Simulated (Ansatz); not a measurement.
**ZnTe under a change: pressure −1 GPa**

The parent structure is ZnTe in the zinc blende structure (space group F-43m, No. 216; a = 6.0657 Å).

Modification: hydrostatic tension (pressure −1 GPa).

Computed with Ansatz (a quantum-chemistry and plane-wave program), PBEsol, PAW, cutoff 420 eV, without spin-orbit coupling. k-mesh 9×9×9 (Γ-centred); smearing 0.05 eV (Fermi–Dirac).

| quantity | base | changed | shift |
|---|---|---|---|
| density | 5.74 g/cm³ | 5.62 g/cm³ | -0.12 g/cm³ |
| lattice parameter a | 6.066 Å | 6.108 Å | +0.0427 Å |
| shortest interatomic distance | 2.627 Å | 2.645 Å | +0.018 Å |
| enthalpy H = E + PV relative to the base's energy | – | -0.18 eV/atom | – |
| band gap | 1.24 eV | 1.14 eV | -0.10 eV |
| gap character | direct at Γ | direct at Γ | – |
| mean gap deformation potential ΔEg/Δln V | – | -4.7 eV | – |
| electron mass | 0.083 mₑ (at Γ) | 0.078 mₑ (at Γ) | – |
| hole mass (degenerate bands, along [100]) | 0.084, 0.44, 0.44 mₑ (at Γ) | 0.079, 0.45, 0.45 mₑ (at Γ) | – |
| valley order (the lowest conduction-band minima on the path, energy above the VBM, named in the base's zone) | Γ 1.24 eV; L along ⟨111⟩ 1.73 eV; a point along ⟨100⟩, about 0.9 Å⁻¹ from Γ 2.12 eV | Γ 1.14 eV; L along ⟨111⟩ 1.71 eV; a point along ⟨100⟩, about 0.9 Å⁻¹ from Γ 2.16 eV | – |

Final structure:

```xyz
2
Lattice="0.0000 3.0542 3.0542 3.0542 0.0000 3.0542 3.0542 3.0542 0.0000" Properties=species:S:1:pos:R:3 pbc="T T T"
Te     4.5813     4.5813     4.5813
Zn     0.0000     0.0000     0.0000
```

With Te present, leaving out spin-orbit coupling can change the band edges. Load acts through the strain it causes; cell and atoms are relaxed under it. Masses are band curvatures over ±0.01 Å⁻¹ around the edge. Stability against distortions was not tested.
